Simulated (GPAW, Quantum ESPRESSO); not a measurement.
Given: the input of a run of Quantum ESPRESSO 7.5 on Ge. The given cell was strained at random by a few per cent at fixed volume. This isn't the form of Ge at room conditions, which is diamond.

File pw.in:

```
&CONTROL
  calculation = 'scf'
  prefix = 'pwscf'
  outdir = './tmp'
  pseudo_dir = './pseudo'
  tprnfor = .true.
  tstress = .true.
  disk_io = 'nowf'
/
&SYSTEM
  ibrav = 0
  nat = 1
  ntyp = 1
  ecutwfc = 45
  ecutrho = 360
  nbnd = 13
  occupations = 'smearing'
  smearing = 'fd'
  degauss = 0.00367493
/
&ELECTRONS
  conv_thr = 2d-10
  electron_maxstep = 120
  mixing_beta = 0.5
/
ATOMIC_SPECIES
Ge    72.6300 ge_pbesol_v1.4.uspp.F.UPF
CELL_PARAMETERS angstrom
   1.3670230000   -2.6325480000    0.0133260000
   1.3600710000    2.6288130000    0.0077580000
   0.0203590000   -0.0028880000    2.7331880000
ATOMIC_POSITIONS crystal
Ge     0.5176120000    0.5148350000   -0.0070280000
K_POINTS automatic
11 11 10 0 0 0
```

Potentials or basis: GBRV 1.5 PBEsol.

Command:

```console
$ OMP_NUM_THREADS=1 mpirun -n 2 pw.x -nk 2 -in pw.in > pw.out
```

Question: What does the same run look like in GPAW 26.7.0 (ASE script)? Potentials or basis there: PAW data sets generated for this functional, cutoff 600 eV.

Answer: As run (cutoffs and basis follow the program's own potentials, and thresholds, step limits or extra output files can differ):

The input run.py:

```python
from ase import Atoms
from ase.dft.bandgap import bandgap
from ase.io import write
from ase.units import GPa
from gpaw import GPAW, PW, setup_paths

setup_paths.insert(0, '.')

atoms = Atoms(['Ge'],
              cell=[[1.367023, -2.632548, 0.013326],
                    [1.360071, 2.628813, 0.007758],
                    [0.020359, -0.002888, 2.733188]],
              scaled_positions=[[0.517612, 0.514835, -0.007028]],
              pbc=True)

calc = GPAW(mode=PW(600),
            xc='PBEsol',
            kpts={'size': (11, 11, 10), 'gamma': True},
            occupations={'name': 'fermi-dirac', 'width': 0.05},
            nbands=8,
            convergence={'density': 1e-05, 'energy': 1e-05},
            maxiter=150,
            txt='gpaw.txt')
atoms.calc = calc
energy = atoms.get_potential_energy()
forces = atoms.get_forces()
stress = atoms.get_stress()
calc.write('gs.gpw')
write('result.traj', atoms)
print(f'Energy: {energy:.6f} eV')
print('Forces (eV/A):')
print(forces.round(4))
print('Stress (GPa):', (stress / GPa).round(3))
print('Fermi level:', round(calc.get_fermi_level(), 4), 'eV')
print(f'Gap: {bandgap(calc)[0]:.4f} eV, direct: {bandgap(calc, direct=True)[0]:.4f} eV')
```

Potentials or basis: PAW data sets generated in the run's folder for this functional, pw.

Command:

```bash
$ gpaw-setup -f PBEsol Ge
$ OMP_NUM_THREADS=1 python run.py
```

Both were run:

|  | Quantum ESPRESSO | GPAW |
| --- | --- | --- |
| Pressure | -3.9 GPa | -3.8 GPa |
| Energy over the undisturbed cell | 12.6 meV/atom | 12.8 meV/atom |

The potentials hold 14 and 4 valence electrons a cell.

Pressure is positive in compression.
